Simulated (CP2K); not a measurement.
# TiO2 (P4_2/mnm) in CP2K: relaxation of cell and atoms with PBEsol

Aim: the relaxation of cell and atoms of TiO2 with PBEsol.

Everything below comes from runs of CP2K 2026.2. Logs are shortened: lines on timing, memory, paths and dates and some standing lists are left out, and cuts for length are marked.

## Step 1: The crystal as given

It takes space group P4_2/mnm (No. 136, tetragonal). The conventional cell has a = 4.600 Å, b = 4.600 Å, c = 2.959 Å, α = 90.00°, β = 90.00°, γ = 90.00°. Around Ti (site symmetry mmm) lie 6 O at 1.95 to 1.98 Å. Around O (site symmetry m2m) lie 3 Ti at 1.95 to 1.98 Å.

The cell is a database's computed one.

## Step 2: Relaxation of cell and atoms, PBEsol

tio2_vcrelax.inp reads:

```
&GLOBAL
  PROJECT tio2_vcrelax
  RUN_TYPE CELL_OPT
  PRINT_LEVEL LOW
&END GLOBAL
&FORCE_EVAL
  METHOD QS
  STRESS_TENSOR ANALYTICAL
  &DFT
    BASIS_SET_FILE_NAME BASIS_MOLOPT_UZH
    POTENTIAL_FILE_NAME POTENTIAL_UZH
    &MGRID
      CUTOFF 600
      REL_CUTOFF 60
      NGRIDS 5
    &END MGRID
    &QS
      METHOD GPW
      EPS_DEFAULT 1.0E-10
      EXTRAPOLATION USE_PREV_P
    &END QS
    &KPOINTS
      SCHEME MONKHORST-PACK 6 6 9
      GAMMA_CENTERED T
    &END KPOINTS
    &SCF
      SCF_GUESS ATOMIC
      EPS_SCF 1.0E-6
      MAX_SCF 100
      ADDED_MOS 24
      CHOLESKY OFF
      EPS_EIGVAL 1.0E-7
      &DIAGONALIZATION ON
        ALGORITHM STANDARD
      &END DIAGONALIZATION
      &MIXING ON
        METHOD BROYDEN_MIXING
        ALPHA 0.4
        BETA 1.5
        NBUFFER 8
      &END MIXING
      &SMEAR ON
        METHOD FERMI_DIRAC
        ELECTRONIC_TEMPERATURE [K] 580.226
      &END SMEAR
    &END SCF
    &XC
      &XC_FUNCTIONAL
        &GGA_X_PBE_SOL
        &END GGA_X_PBE_SOL
        &GGA_C_PBE_SOL
        &END GGA_C_PBE_SOL
      &END XC_FUNCTIONAL
    &END XC
    &PRINT
      &KPOINTS ON
      &END KPOINTS
      &MULLIKEN ON
        &EACH
          CELL_OPT 0
        &END EACH
        ADD_LAST NUMERIC
      &END MULLIKEN
      &MO ON
        ENERGIES T
        OCCUPATION_NUMBERS T
        &EACH
          QS_SCF 0
          CELL_OPT 0
        &END EACH
        ADD_LAST NUMERIC
      &END MO
    &END PRINT
  &END DFT
  &SUBSYS
    &CELL
      ABC 4.5998373239 4.5998373239 2.9592135600
      ALPHA_BETA_GAMMA 90.0000000000 90.0000000000 90.0000000000
      PERIODIC XYZ
    &END CELL
    &COORD
      SCALED
      Ti  0.0000000000 0.0000000000 0.5000000000
      Ti  0.5000000000 0.5000000000 0.0000000000
      O   0.3043213200 0.3043213200 0.5000000000
      O   0.1956786800 0.8043213200 0.0000000000
      O   0.8043213200 0.1956786800 0.0000000000
      O   0.6956786800 0.6956786800 0.5000000000
    &END COORD
    &KIND Ti
      BASIS_SET TZVP-MOLOPT-PBE-GTH-q12
      POTENTIAL GTH-PBE-q12
    &END KIND
    &KIND O
      BASIS_SET TZVP-MOLOPT-PBE-GTH-q6
      POTENTIAL GTH-PBE-q6
    &END KIND
    &PRINT
      &ATOMIC_COORDINATES ON
      &END ATOMIC_COORDINATES
      &CELL ON
      &END CELL
      &SYMMETRY ON
      &END SYMMETRY
    &END PRINT
  &END SUBSYS
  &PRINT
    &FORCES ON
    &END FORCES
    &STRESS_TENSOR ON
    &END STRESS_TENSOR
  &END PRINT
&END FORCE_EVAL
&MOTION
  &CELL_OPT
    OPTIMIZER BFGS
    MAX_ITER 40
    MAX_FORCE [eV*angstrom^-1] 0.03
    RMS_FORCE [eV*angstrom^-1] 0.03
    MAX_DR 1.0E-2
    RMS_DR 1.0E-2
    EXTERNAL_PRESSURE [bar] 0.0
    PRESSURE_TOLERANCE [bar] 300
    KEEP_SPACE_GROUP T
  &END CELL_OPT
  &PRINT
    &TRAJECTORY ON
    &END TRAJECTORY
    &CELL ON
    &END CELL
    &FORCES ON
    &END FORCES
    &STRESS ON
    &END STRESS
    &RESTART OFF
    &END RESTART
    &RESTART_HISTORY OFF
    &END RESTART_HISTORY
  &END PRINT
&END MOTION
```

Potentials or basis: POTENTIAL_UZH Ti GTH-PBE-q12, O GTH-PBE-q6; TZVP-MOLOPT-PBE-GTH basis.

Run with:

```
OMP_NUM_THREADS=1 cp2k.psmp -i tio2_vcrelax.inp -o tio2_vcrelax.out
```

tio2_vcrelax.out:

```text

 CP2K| version string:                                       CP2K version 2026.2
 CP2K| Input file name                                          tio2_vcrelax.inp

 GLOBAL| Force Environment number                                              1
 GLOBAL| Basis set file name                                    BASIS_MOLOPT_UZH
 GLOBAL| Potential file name                                       POTENTIAL_UZH
 GLOBAL| MM Potential file name                                     MM_POTENTIAL
 GLOBAL| Coordinate file name                                      __STD_INPUT__
 GLOBAL| Method name                                                        CP2K
 GLOBAL| Project name                                               tio2_vcrelax
 GLOBAL| Run type                                                       CELL_OPT
 GLOBAL| FFT library                                                       FFTW3
 GLOBAL| Diagonalization library                                       ScaLAPACK
 GLOBAL| Cholesky decomposition library                                ScaLAPACK
 GLOBAL| DGEMM library                                                      BLAS
 GLOBAL| Direct generalized diagonalization requested                          F
 GLOBAL| Matrix multiplication library                                 ScaLAPACK
 GLOBAL| Global print level                                                  LOW
 GLOBAL| Total number of message passing processes                             1
 GLOBAL| Number of threads for this process                                    1
 GLOBAL| CPU model name                          AMD EPYC 9R45 96-Core Processor

 CELL| Volume [angstrom^3]:                                            62.612530
 CELL| Vector a [angstrom]:       4.600     0.000     0.000   |a| =     4.599837
 CELL| Vector b [angstrom]:       0.000     4.600     0.000   |b| =     4.599837
 CELL| Vector c [angstrom]:       0.000     0.000     2.959   |c| =     2.959214
 CELL| Angle (b,c), alpha [degree]:                                    90.000000
 CELL| Angle (a,c), beta  [degree]:                                    90.000000
 CELL| Angle (a,b), gamma [degree]:                                    90.000000
 CELL| Numerically orthorhombic:                                             YES
 CELL| Periodicity                                                           XYZ

 CELL_REF| Volume [angstrom^3]:                                        62.612530
 CELL_REF| Vector a [angstrom     4.600     0.000     0.000   |a| =     4.599837
 CELL_REF| Vector b [angstrom     0.000     4.600     0.000   |b| =     4.599837
 CELL_REF| Vector c [angstrom     0.000     0.000     2.959   |c| =     2.959214
 CELL_REF| Angle (b,c), alpha [degree]:                                90.000000
 CELL_REF| Angle (a,c), beta  [degree]:                                90.000000
 CELL_REF| Angle (a,b), gamma [degree]:                                90.000000
 CELL_REF| Numerically orthorhombic:                                         YES
 CELL_REF| Periodicity                                                       XYZ

[... 8 lines left out ...]
 TOTAL NUMBERS AND MAXIMUM NUMBERS

  Total number of            - Atomic kinds:                                   2
[... 506 lines left out ...]
 OPT|
 OPT| RMS step size                                                 0.0032430943
 OPT| Convergence limit for RMS step size                           0.0100000000
 OPT| RMS step size is converged                                             YES
 OPT|
 OPT| Maximum gradient                                              0.0003535387
 OPT| Convergence limit for maximum gradient                        0.0005834072
 OPT| Maximum gradient is converged                                          YES
 OPT|
 OPT| RMS gradient                                                  0.0001138338
 OPT| Convergence limit for RMS gradient                            0.0005834072
 OPT| RMS gradient is converged                                              YES
 OPT|
 OPT| Pressure deviation [bar]                                   1239.4733339924
 OPT| Pressure tolerance [bar]                                    300.0000000000
 OPT| Pressure is converged                                                   NO
 OPT| **************************************************************************
[... 254 lines left out ...]
 OPT|
 OPT| RMS step size                                                 0.0007999821
 OPT| Convergence limit for RMS step size                           0.0100000000
 OPT| RMS step size is converged                                             YES
 OPT|
 OPT| Maximum gradient                                              0.0002197580
 OPT| Convergence limit for maximum gradient                        0.0005834072
 OPT| Maximum gradient is converged                                          YES
 OPT|
 OPT| RMS gradient                                                  0.0000778785
 OPT| Convergence limit for RMS gradient                            0.0005834072
 OPT| RMS gradient is converged                                              YES
 OPT|
 OPT| Pressure deviation [bar]                                    189.2308839821
 OPT| Pressure tolerance [bar]                                    300.0000000000
 OPT| Pressure is converged                                                  YES
 OPT| **************************************************************************

 *******************************************************************************
 ***                    GEOMETRY OPTIMIZATION COMPLETED                      ***
 *******************************************************************************

 write_final_structure: Optimization converged, writing XYZ file gladly:
  tio2_vcrelax-FINAL-1_4.xyz

 write_final_structure: Optimization converged, writing CIF file gladly:
  tio2_vcrelax-FINAL-1_4.cif

 write_final_structure: Done!

                    Reevaluating energy at the minimum

 CELL| Volume [angstrom^3]:                                            62.398465
 CELL| Vector a [angstrom]:       4.600     0.000     0.000   |a| =     4.599518
 CELL| Vector b [angstrom]:       0.000     4.600     0.000   |b| =     4.599518
 CELL| Vector c [angstrom]:       0.000     0.000     2.950   |c| =     2.949506
 CELL| Angle (b,c), alpha [degree]:                                    90.000000
 CELL| Angle (a,c), beta  [degree]:                                    90.000000
 CELL| Angle (a,b), gamma [degree]:                                    90.000000
 CELL| Numerically orthorhombic:                                             YES
 CELL| Periodicity                                                           XYZ
[... 788 lines left out ...]
 MO|     47               1.146927              31.209461               0.000000
 MO|     48               1.160218              31.571124               0.000000
 MO| Sum:                                                              48.000000
 MO| E(Fermi):            0.294004 a.u.          8.000268 eV

 [... the levels of further k-points ...]

 !-----------------------------------------------------------------------------!
                     Mulliken Population Analysis

 #  Atom  Element  Kind  Atomic population                           Net charge
       1     Ti       1         10.719556                              1.280444
       2     Ti       1         10.719540                              1.280460
       3     O        2          6.640229                             -0.640229
       4     O        2          6.640223                             -0.640223
       5     O        2          6.640223                             -0.640223
       6     O        2          6.640229                             -0.640229
 # Total charge                             48.000000                  0.000000

 !-----------------------------------------------------------------------------!

 ENERGY| Total FORCE_EVAL ( QS ) energy [hartree]           -180.259589099445350
```

Run time: 6 min. Hardware: 1 thread of AMD EPYC 9R45 (Zen 5), shared host; peak memory 0.89 GiB.

Results:

```yaml
Free_energy: -4905.1129 eV
Relaxed_volume: 10.40 Å³/atom
Relaxed_cell: a = 4.600 Å, b = 4.600 Å, c = 2.950 Å, α = 90.00°, β = 90.00°, γ = 90.00°
Space_group_after_relaxing_to_0.05_Å: P4_2/mnm (No. 136)
Energy_gained_by_relaxing: 0.4 meV/atom
Ionic_steps: 6
Pressure_after_relaxing: 0.0 GPa
Largest_force_after_relaxing: 0.012 eV/Å
Band_gap_on_the_k_mesh: 1.80 eV, direct
Mulliken_charges: Ti +1.28; O -0.64 e
```

Forces on the atoms (eV/Å):
```
Ti   0.000  0.000  0.000
Ti   0.000  0.000  0.000
O    0.001  0.001  0.000
O   -0.008  0.008  0.000
O    0.008 -0.008  0.000
O   -0.001 -0.001  0.000
```

The path:
```
step  energy change (eV)  largest force (eV/Å)  volume (Å³)
   1              0.0000                0.1143        62.61
   2             -0.0011                0.0808        62.54
   3             -0.0021                0.0098        62.37
   4             -0.0021                0.0072        62.38
   5             -0.0021                0.0116        62.40
   6             -0.0021                0.0116        62.40
```

Final structure:
```yaml
crystal:
  lattice:
    - [4.59952, 0.00000, 0.00000]
    - [0.00000, 4.59952, 0.00000]
    - [0.00000, 0.00000, 2.94951]
  atoms:
    - { symbol: Ti, position: [0.00000, 0.00000, 0.50000] }
    - { symbol: Ti, position: [0.50000, 0.50000, 0.00000] }
    - { symbol: O, position: [0.30483, 0.30483, 0.50000] }
    - { symbol: O, position: [0.19517, 0.80483, 0.00000] }
    - { symbol: O, position: [0.80483, 0.19517, 0.00000] }
    - { symbol: O, position: [0.69517, 0.69517, 0.50000] }
```

Caveat: Mulliken charges move with the basis; the potentials were made for another functional, which shifts forces and pressure; an odd mesh through Γ misses points on the zone boundary, where band edges often lie; the basis of atomic orbitals isn't converged, which shifts pressures, moduli and gaps.
